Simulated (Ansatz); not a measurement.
# BeS (zincblende type): independent-particle optics

Aim: the dielectric function of BeS (zincblende type) in the independent-particle picture, and how it depends on the functional and on the gap. The runs, in order: HSE06 for the gap; optics with PBE on 8×8×8; optics with r2SCAN on 8×8×8; optics with PBE and scissors to the HSE06 gap on 8×8×8.

Program: Ansatz 0.2.0. Level of theory: plane waves, PAW; no local fields, no excitons. These are calculated values, not measurements.

## Step 1: The structure to begin with

It takes space group F-43m (No. 216, cubic). Conventional cell: a = 4.869 Å, b = 4.869 Å, c = 4.869 Å, α = 90.00°, β = 90.00°, γ = 90.00°. Around Be (site symmetry -43m) lie 4 S at 2.11 Å. Around S (site symmetry -43m) lie 4 Be at 2.11 Å.

As a file:

```cif
data_structure
_symmetry_space_group_name_H-M 'P 1'
_symmetry_Int_Tables_number 1
_cell_length_a 3.4426
_cell_length_b 3.4426
_cell_length_c 3.4426
_cell_angle_alpha 60.000
_cell_angle_beta 60.000
_cell_angle_gamma 60.000
_cell_volume 28.85
loop_
_atom_site_label
_atom_site_type_symbol
_atom_site_fract_x
_atom_site_fract_y
_atom_site_fract_z
_atom_site_occupancy
Be1 Be 0.00000 0.00000 0.00000 1
S1 S 0.25000 0.25000 0.25000 1
```

The cell was relaxed beforehand with r2SCAN; those runs aren't shown.

## Step 2: The gap to aim at

Input file input.yaml:

```yaml
crystal:
  lattice:
    - [0.0, 2.4343062304, 2.4343062304]
    - [2.4343062304, 0.0, 2.4343062304]
    - [2.4343062304, 2.4343062304, 0.0]
  atoms:
    - { symbol: Be, position: [0.0, 0.0, 0.0] }
    - { symbol: S, position: [0.25, 0.25, 0.25] }
kpoints:
  mp_grid: { grid: [6, 6, 6] }
  band_path:
    path:
      - [0.0, 0.0, 0.0]
      - [-0.5, -0.5, 0.0]
      - [-0.375, -0.375, 0.25]
      - [-0.375, 0.0, 0.375]
      - [0.0, 0.0, 0.5]
      - [-0.5, -0.25, 0.25]
      - [0.0, 0.5, 0.5]
      - [-0.0375, 0.0, 0.0375]
    npoints: 1
hamiltonian:
  xc: hse06
scf:
  occupations: { method: fixed }
  n_extra_bands: 4
output:
  forces: true
  stress: true
  eigenvalues: true
```

The run is started by

```
$ ansatz run input.yaml --threads 4 --pin off --max-ram 3686MiB --backend cpu --events-out ev --progress --plain --runs-dir out
```

The runs that follow: Optics, PBE; Optics, r2SCAN; Optics, PBE with a scissors shift.

**Question.** What will the summary of the whole plan be? Wanted: ε∞, PBE; ε∞, r2SCAN; tallest peak of ε₂, PBE; tallest peak of ε₂, r2SCAN; HSE06 direct gap.

**Answer**, as computed:

| quantity | value |
| --- | --- |
| ε∞, PBE | 5.70 |
| ε∞, r2SCAN | 5.20 |
| ε∞, PBE + 1.19 eV scissors | 5.07 |
| tallest peak of ε₂, PBE | 26.3 at 6.95 eV |
| tallest peak of ε₂, r2SCAN | 24.1 at 7.55 eV |
| tallest peak of ε₂, PBE + 1.19 eV scissors | 26.2 at 8.10 eV |
| HSE06 direct gap | 6.80 eV |

PBE + 1.19 eV scissors has the widest direct gap (6.84 eV) and PBE the narrowest (5.66 eV); ε∞ is 5.07 and 5.70: a wider gap screens less. Local fields and excitons are left out: both change ε∞, and without excitons the onset lacks its lines.
